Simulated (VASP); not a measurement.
# CdTe: self-consistent run

CdTe, F-43m (no. 216), 2 atoms in the cell. R2SCAN; PAW potentials Te, Cd (PBE set).

## Input

INCAR:
```
SYSTEM = CdTe
PREC = Accurate
ENCUT = 520
EDIFF = 1E-7
ISMEAR = 0
SIGMA = 0.02
LREAL = .False.
LASPH = .True.
ALGO = Normal
NELM = 100
ISIF = 2
LWAVE = .False.
LCHARG = .False.
METAGGA = R2SCAN
LMIXTAU = .True.
GGA_COMPAT = .False.
```

KPOINTS:
```
k-points
0
Gamma
  6 6 6
```

POSCAR:
```
CdTe
1.0
    0.0000000000      3.2050000000      3.2050000000
    3.2050000000      0.0000000000      3.2050000000
    3.2050000000      3.2050000000      0.0000000000
Te Cd
1 1
Direct
    0.7500000000      0.7500000000      0.7500000000
    0.0000000000      0.0000000000      0.0000000000
```

Commands:
```
cat potpaw_PBE.64/Te/POTCAR potpaw_PBE.64/Cd/POTCAR > POTCAR
mpirun -np 1 vasp_std > vasp.out
```

## Result

- Pressure (GPa): 3.38
- Gap on the mesh (eV): 1.382
- Fermi level (eV): 2.510

Levels at the zone centre (eV from the valence top there):

| 1 | 2 | 3 |
|---|---|---|
| 0.000 | 0.000 | 1.382 |

VASP 6.6.1 took 56 s on 1 core (Intel Xeon 6975P-C (Granite Rapids)), a shared host.
